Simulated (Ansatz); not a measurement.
**Molecular dynamics of WC**

The input (input.yaml):

```yaml
crystal:
  lattice:
    - [-3.037671, -5.261401, 0.0]
    - [4.556507, -2.6307, 0.0]
    - [0.0, 0.0, 5.924265]
  atoms:
    - { symbol: W, position: [0.75, 0.5, 0.0] }
    - { symbol: C, position: [0.5, 0.6666667, 0.25] }
    - { symbol: W, position: [0.75, 0.5, 0.5] }
    - { symbol: C, position: [0.5, 0.6666667, 0.75] }
    - { symbol: W, position: [0.5, 0.0, 0.0] }
    - { symbol: C, position: [0.25, 0.1666667, 0.25] }
    - { symbol: W, position: [0.5, 0.0, 0.5] }
    - { symbol: C, position: [0.25, 0.1666667, 0.75] }
    - { symbol: W, position: [0.25, 0.5, 0.0] }
    - { symbol: C, position: [0.0, 0.6666667, 0.25] }
    - { symbol: W, position: [0.25, 0.5, 0.5] }
    - { symbol: C, position: [0.0, 0.6666667, 0.75] }
    - { symbol: W, position: [0.0, 0.0, 0.0] }
    - { symbol: C, position: [0.75, 0.1666667, 0.25] }
    - { symbol: W, position: [0.0, 0.0, 0.5] }
    - { symbol: C, position: [0.75, 0.1666667, 0.75] }
basis:
  ecutwfc: 420.0
kpoints:
  mp_grid: { grid: [2, 3, 2] }
hamiltonian:
  xc: pbe
  pseudopotentials: { kind: paw, azcp: { folder: soft_1 } }
scf:
  occupations: { method: fermi_dirac, width: 0.24 }
  lower_state_search: "off"
md:
  timestep: 0.75
  n_steps: 250
  ensemble: nvt_langevin
  temperature: 2800.0
  initial_velocities: maxwell_boltzmann
  seed: 782167
  friction: 0.02
```

Run as:

```bash
$ ansatz run input.yaml --threads 2 --pin off --max-ram 5120MiB --backend cpu --events-out ev --progress --plain --runs-dir out
```

It starts from a structure without forces on its atoms.

Output, in part (step lines):

```
md step     0: t =     0.00 fs  T =  2625.0 K  F+E_penalty+E_count = -85094.70626303 eV  E_kin = 5.428920 eV  (9 SCF iters)
md step     1: t =     0.75 fs  T =  2591.4 K  F+E_penalty+E_count = -85094.69003773 eV  E_kin = 5.359362 eV  (6 SCF iters)
md step     2: t =     1.50 fs  T =  2476.4 K  F+E_penalty+E_count = -85094.64220897 eV  E_kin = 5.121577 eV  (6 SCF iters)
md step     3: t =     2.25 fs  T =  2410.3 K  F+E_penalty+E_count = -85094.56105394 eV  E_kin = 4.984945 eV  (6 SCF iters)
md step     4: t =     3.00 fs  T =  2387.7 K  F+E_penalty+E_count = -85094.44596937 eV  E_kin = 4.938246 eV  (6 SCF iters)
md step     5: t =     3.75 fs  T =  2100.5 K  F+E_penalty+E_count = -85094.30486092 eV  E_kin = 4.344196 eV  (5 SCF iters)
md step     6: t =     4.50 fs  T =  2159.6 K  F+E_penalty+E_count = -85094.13999452 eV  E_kin = 4.466329 eV  (5 SCF iters)
md step     7: t =     5.25 fs  T =  2032.6 K  F+E_penalty+E_count = -85093.95021561 eV  E_kin = 4.203659 eV  (5 SCF iters)
[... lines left out ...]
md step   249: t =   186.75 fs  T =  2820.6 K  F+E_penalty+E_count = -85087.77106528 eV  E_kin = 5.833482 eV  (5 SCF iters)
md step   250: t =   187.50 fs  T =  2743.0 K  F+E_penalty+E_count = -85087.90104631 eV  E_kin = 5.672875 eV  (6 SCF iters)
```

The steps, from the saved trajectory:

| time (fs) | T (K) | potential energy less start (eV) |
| --- | --- | --- |
| 0 | 2625 | 0.000 |
| 6 | 1940 | 0.960 |
| 12 | 1301 | 2.593 |
| 18 | 1301 | 3.320 |
| 24 | 1186 | 3.367 |
| 30 | 1680 | 3.118 |
| 36 | 1965 | 3.169 |
| 42 | 2276 | 2.937 |
| 48 | 2406 | 3.080 |
| 54 | 2070 | 3.947 |
| 60 | 1961 | 4.420 |
| 66 | 2334 | 4.366 |
| 72 | 2733 | 3.783 |
| 78 | 2698 | 4.047 |
| 84 | 2233 | 4.981 |
| 90 | 2451 | 4.953 |
| 96 | 3741 | 3.812 |
| 102 | 3919 | 4.363 |
| 108 | 2576 | 6.541 |
| 114 | 2688 | 6.196 |
| 120 | 2884 | 4.908 |
| 126 | 2939 | 4.728 |
| 132 | 2783 | 5.111 |
| 138 | 2828 | 6.083 |
| 144 | 2493 | 6.475 |
| 150 | 2226 | 6.708 |
| 156 | 2294 | 6.764 |
| 162 | 3520 | 6.010 |
| 168 | 3564 | 5.610 |
| 174 | 3141 | 6.749 |
| 180 | 2381 | 7.872 |
| 186 | 2675 | 7.076 |

The run went to its last step. A run of 0.19 ps of so small a system gives no equilibrium averages. Limits of this set-up: coarse k mesh.

Mean squared displacements from the first frame to the last, about the centre of mass: W 0.05 Å², C 0.09 Å².

Last frame:

```xyz
16
Lattice="-3.0377 -5.2614 0.0000 4.5565 -2.6307 0.0000 0.0000 0.0000 5.9243" Properties=species:S:1:pos:R:3
W 0.163 -5.363 0.345
C 1.502 -4.346 1.903
W -0.081 -5.287 3.152
C 1.347 -4.419 4.396
W -1.551 -2.656 -0.040
C -0.011 -1.969 1.219
W -1.301 -2.381 2.846
C -0.100 -1.930 4.529
W 1.485 -2.676 0.093
C 2.863 -1.786 1.763
W 1.638 -2.585 3.202
C 3.025 -2.063 4.469
W -0.140 0.092 -0.015
C -1.590 -4.370 1.858
W -0.114 0.236 3.024
C -1.692 -4.354 4.667
```

Time of the run: 22 min on 2 threads of Arm Neoverse V1, with other jobs on the host, peak memory 0.71 GiB.
